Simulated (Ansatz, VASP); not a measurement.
# SiC (Moissanite) in two plane-wave programs, part 3 of 3

One calculation is typed for both programs; each brings its own data sets and cutoff. How far apart do they land? The cell is taken from a series of VASP runs on this material, whose earlier steps may have relaxed, scaled or displaced it; both programs get it as it stands.

VASP 6.6.1 and Ansatz 0.2.0.

So far. Step 4 (Comparison): The forces differ by 0.1 meV/Å r.m.s., which is 0.0 % of the r.m.s. force of 0.44 eV/Å (both taken over all components). Among the levels compared at these points, filled levels agree within 9 meV and empty ones within 15 meV.

**5. VASP: band structure, PBE0**

Level of this step: PBE0; plane waves and PAW (Si, C) (VASP).

The same path points are solved in both programs, so levels can be compared one by one.

The run reads the wave functions of an earlier VASP run, which isn't shown here.

INCAR

```
SYSTEM = SiC
PREC = Accurate
ENCUT = 460
EDIFF = 1E-06
NELM = 100
ISMEAR = 0
SIGMA = 0.03
LREAL = .FALSE.
ALGO = Normal
LHFCALC = .TRUE.
AEXX = 0.25
GGA = PE
LASPH = .TRUE.
NBANDS = 14
PRECFOCK = Fast
HFRCUT = -1
LORBIT = 11
LWAVE = .FALSE.
LCHARG = .FALSE.
KPAR = 8
```

POSCAR

```
SiC
1.0
    3.0760000000      0.0000000000      0.0000000000
   -1.5380000000      2.6638941420      0.0000000000
    0.0000000000      0.0000000000      5.0480000000
Si C
2 2
Direct
    0.6666666667      0.3333333333      0.5000000000
    0.3333333333      0.6666666667      0.0000000000
    0.6666666667      0.3333333333      0.8850000000
    0.3333333333      0.6666666667      0.3850000000
```

KPOINTS

```
Automatic mesh
0
Gamma
5 5 3
0 0 0
```

KPOINTS_OPT

```
Line mode
10
Line-mode
Reciprocal
  0.00000000   0.00000000   0.00000000 GAMMA
  0.50000000   0.00000000   0.00000000 M

  0.50000000   0.00000000   0.00000000 M
  0.33333333   0.33333333   0.00000000 K

  0.33333333   0.33333333   0.00000000 K
  0.00000000   0.00000000   0.00000000 GAMMA

  0.00000000   0.00000000   0.00000000 GAMMA
  0.00000000   0.00000000   0.50000000 A

  0.00000000   0.00000000   0.50000000 A
  0.50000000   0.00000000   0.50000000 L

  0.50000000   0.00000000   0.50000000 L
  0.33333333   0.33333333   0.50000000 H

  0.33333333   0.33333333   0.50000000 H
  0.00000000   0.00000000   0.50000000 A

  0.50000000   0.00000000   0.50000000 L
  0.50000000   0.00000000   0.00000000 M

  0.33333333   0.33333333   0.00000000 K
  0.33333333   0.33333333   0.50000000 H
```

Potentials, in the order of the species: Si and C (PBE family, release 64).

Started as:

```bash
mpirun -np 8 vasp_std
```

Numbers of over 12 decimals in the logs are rounded to 6 here.

What it wrote:

```text
[banner, memory and clock lines left out]
running    8 mpi-ranks, on    1 nodes
[...]
[... a notice as in an earlier step ...]

 LDA part: xc-table for (Slater+PW92), standard interpolation
 found WAVECAR, reading the header
 POSCAR, INCAR and KPOINTS ok, starting setup
[...]
HFRCUT set to (new)   9.047566
 reading WAVECAR
 the WAVECAR file was read successfully
 initial charge from wavefunction
 entering main loop
       N       E                     dE             d eps       ncg     rms          rms(c)
DAV:   1    -0.368643703032E+02   -0.36864E+02   -0.12460E+00   280   0.929E+00    0.479E+00
DAV:   2    -0.368752912951E+02   -0.10921E-01   -0.40486E-02   346   0.148E+00    0.362E+00
DAV:   3    -0.368715868033E+02    0.37045E-02   -0.25136E-03   340   0.333E-01    0.210E+00
DAV:   4    -0.368706551587E+02    0.93164E-03   -0.93014E-04   334   0.182E-01    0.119E+00
[...]
DAV:   8    -0.368702242517E+02    0.10774E-04   -0.38561E-06   334   0.167E-02    0.120E-01
DAV:   9    -0.368702208724E+02    0.33793E-05   -0.10052E-06   182   0.893E-03    0.688E-02
DAV:  10    -0.368702199365E+02    0.93589E-06   -0.46443E-07   158   0.627E-03
   1 F= -.36870220E+02 E0= -.36870220E+02  d E =-.145565E-16
 Start KPOINTS_OPT (optional k-point list driver)
k-point batch [1-10\90]
       N       E                     dE             ncg
DAV:   1     0.860650912458E+03   -0.22975E+04      280
DAV:   2     0.232941301503E+03   -0.62771E+03      392
DAV:   3     0.165718435472E+03   -0.67223E+02      376
DAV:   4     0.164768829058E+03   -0.94961E+00      352
DAV:   5     0.164752676772E+03   -0.16152E-01      364
DAV:   6     0.164752459863E+03   -0.21691E-03      340
DAV:   7     0.164752455632E+03   -0.42301E-05      316
DAV:   8     0.164752455505E+03   -0.12741E-06      260
[...]
k-point batch [81-90\90]
       N       E                     dE             ncg
DAV:   1     0.571645411960E+03   -0.60609E+04      280
DAV:   2     0.362698887616E+02   -0.53538E+03      340
DAV:   3     0.109438326020E+01   -0.35176E+02      370
DAV:   4     0.580115545787E+00   -0.51427E+00      400
DAV:   5     0.574605024116E+00   -0.55105E-02      358
DAV:   6     0.574560138835E+00   -0.44885E-04      346
DAV:   7     0.574559657207E+00   -0.48163E-06      260
```

Parts of OUTCAR (step 5):

```text
 POSITION                                       TOTAL-FORCE (eV/Angst)
 -----------------------------------------------------------------------------------
      1.53800      0.88796      2.52400        -0.000000      0.000000      0.762861
     -0.00000      1.77593      0.00000        -0.000000     -0.000000      0.762861
      1.53800      0.88796      4.46748         0.000000     -0.000000     -0.762861
     -0.00000      1.77593      1.94348        -0.000000      0.000000     -0.762861
 -----------------------------------------------------------------------------------
    total drift:                                0.000000      0.000000      0.001596

  FREE ENERGIE OF THE ION-ELECTRON SYSTEM (eV)
  ---------------------------------------------------
  free  energy   TOTEN  =       -36.8702199365 eV

  energy  without entropy=      -36.8702199365  energy(sigma->0) =      -36.87021994

[... 2 parts as in an earlier step ...]

[... 1 further part left out ...]
[key lines of the parts left out:]
E-fermi :   7.6420
```

**6. Ansatz: band structure, PBE0**

The same cell, functional, mesh and smearing now go to Ansatz, which takes its cutoff from its data sets.

The cell is taken from a series of VASP runs on this material, whose earlier steps may have relaxed, scaled or displaced it; both programs get it as it stands.

input.yaml

```yaml
crystal:
  lattice:
    - [3.076, 0.0, 0.0]
    - [-1.538, 2.663894142, 0.0]
    - [0.0, 0.0, 5.048]
  atoms:
    - { symbol: Si, position: [0.6666666667, 0.3333333333, 0.5] }
    - { symbol: Si, position: [0.3333333333, 0.6666666667, 0.0] }
    - { symbol: C, position: [0.6666666667, 0.3333333333, 0.885] }
    - { symbol: C, position: [0.3333333333, 0.6666666667, 0.385] }
hamiltonian:
  xc: pbe0
  pseudopotentials: { kind: paw }
kpoints:
  mp_grid: { grid: [5, 5, 3] }
  band_path:
    path:
      - [0.0, 0.0, 0.0]
      - [0.44444, 0.0, 0.0]
      - [0.38889, 0.22222, 0.0]
      - [0.33333, 0.33333, 0.0]
      - [0.18519, 0.18519, 0.0]
      - [0.0, 0.0, 0.11111]
      - [0.0, 0.0, 0.5]
      - [0.44444, 0.0, 0.5]
      - [0.38889, 0.22222, 0.5]
      - [0.18519, 0.18519, 0.5]
      - [0.5, 0.0, 0.38889]
      - [0.33333, 0.33333, 0.0]
      - [0.33333, 0.33333, 0.5]
    npoints: 1
scf:
  occupations: { method: gaussian, width: 0.03 }
  n_extra_bands: 8
output:
  forces: true
  stress: true
  eigenvalues: true
  write_density: true
  write_potential: true
  elf: true
  volumetric_format: npy
```

Started as:

```bash
ansatz run input.yaml --threads 4 --pin off --max-ram 9216MiB --backend cpu --events-out ev --progress --plain --runs-dir out
```

What it wrote:

```text
[...]
Crystal: 4 atoms, lattice volume = 41.364 Å³
Basis set: ecut = 420 eV, 785 PW (Γ), exchange–correlation on 48×48×72 points (8 copies of the dense FFT grid, shifted against one another)
Bands: 16, of which v1, the nominal top of the filled ones, is band 8 counted from 1 (7 counted from 0)
Symmetry: 12 space group operations
[...]
k-points: 10 of 75 (time reversal used)
[...]
--- Band table (eV; the first three rows and the last of 10) ---
  k-point 0: bands = [... 4 lower, 7.1054, 8.5275, 8.5275, 8.8596, 15.3601, 16.8508, 17.3080, 17.3080, ... 4 higher]
  k-point 1: bands = [... 4 lower, 7.4194, 7.4194, 8.1256, 8.1256, 15.8842, 17.3028, 17.5629, 17.5629, ... 4 higher]
  k-point 2: bands = [... 4 lower, 6.1347, 6.2174, 8.0603, 8.2571, 15.0342, 17.1999, 17.7016, 18.4499, ... 4 higher]
  k-point 9: bands = [... 4 lower, 2.8793, 4.2256, 5.7190, 6.7251, 14.4651, 16.2607, 16.7691, 17.1558, ... 4 higher]
[key lines of the parts left out:]
Free energy (F): -1775.965885 eV
Fermi energy:    11.105192 eV
P = ⅓ Tr σ = -1.1387 GPa (-11.387 kbar)
```

It took 19 s on 4 threads of Arm Neoverse V1, shared host; peak memory 0.6 GiB.

**7. Differences**

Compared:

```csv
quantity,Ansatz,VASP,difference
gap over the path points (eV),3.889,3.900,-0.011
```

Forces (eV/Å; atoms numbered as in POSCAR):

| atom | Ansatz x, y, z | VASP x, y, z |
| --- | --- | --- |
| Si1 | 0.000, 0.000, 0.762 | 0.000, 0.000, 0.763 |
| Si2 | 0.000, 0.000, 0.762 | 0.000, 0.000, 0.763 |
| C3 | 0.000, 0.000, -0.762 | 0.000, 0.000, -0.763 |
| C4 | 0.000, 0.000, -0.762 | 0.000, 0.000, -0.763 |

Levels at points of the path, from each program's valence-band top (eV; 4 filled, then empty):

```
k (reciprocal lattice)                                    Ansatz                                      VASP
     0.000 0.000 0.000     -1.75 -0.33 -0.33 0.00 6.50 7.99 8.45     -1.77 -0.34 -0.34 0.00 6.52 8.01 8.44
     0.444 0.000 0.000    -6.22 -3.89 -3.24 -1.64 4.33 6.02 8.74    -6.22 -3.90 -3.24 -1.65 4.34 6.03 8.75
     0.389 0.222 0.000   -6.62 -5.17 -3.84 -3.78 4.37 8.15 10.01   -6.63 -5.17 -3.85 -3.78 4.38 8.16 10.02
     0.333 0.333 0.000  -7.20 -4.56 -4.44 -4.44 3.89 10.02 10.78  -7.22 -4.57 -4.43 -4.43 3.90 10.05 10.79
     0.185 0.185 0.000    -5.33 -3.87 -2.28 -1.60 6.45 7.64 8.97    -5.33 -3.87 -2.28 -1.60 6.46 7.64 8.97
     0.000 0.000 0.111    -1.72 -0.39 -0.38 -0.38 6.56 8.29 8.47    -1.73 -0.39 -0.39 -0.39 6.58 8.30 8.46
     0.000 0.000 0.500    -1.10 -1.10 -1.10 -1.10 7.65 7.65 9.15    -1.11 -1.11 -1.11 -1.11 7.66 7.66 9.15
     0.444 0.000 0.500    -2.95 -2.95 -2.65 -2.65 4.92 4.92 6.96    -2.96 -2.96 -2.65 -2.65 4.92 4.92 6.97
     0.389 0.222 0.500    -5.68 -5.68 -2.03 -2.03 6.21 6.21 8.27    -5.68 -5.68 -2.03 -2.03 6.22 6.22 8.28
     0.185 0.185 0.500    -3.86 -3.86 -2.85 -2.85 6.73 6.73 9.26    -3.86 -3.86 -2.85 -2.85 6.73 6.73 9.26
```

The forces differ by 0.2 meV/Å r.m.s., which is 0.1 % of the r.m.s. force of 0.44 eV/Å (both taken over all components). Among the levels compared at these points, filled levels agree within 15 meV and empty ones within 23 meV.

**8. Summary of results**

```
difference in gap over the path points (band structure, HSE06) : -0.0044 eV
difference in gap over the path points (band structure, PBE0)  : -0.011 eV
```

What this shows: The difference in gap over the path points is -0.011 eV (band structure, PBE0), within the 0.08 eV picked in this series as the mark of a large difference. Such differences can come from data sets, numerical settings and the points named under the comparisons, not from the functional's error against experiment.

[Lines on the potential files, build, host, timing and source positions are cut from VASP's logs without a mark.]

[Logs are printed without paths, hosts, clocks, repeated set-up lines and the standing remarks that a program may print on its own settings, such as how far it seeks lower states.]

[Hosts, paths, dates, database ids (printed as entryN), source tags and the programs' standing remarks are cut or masked in the printed files.]
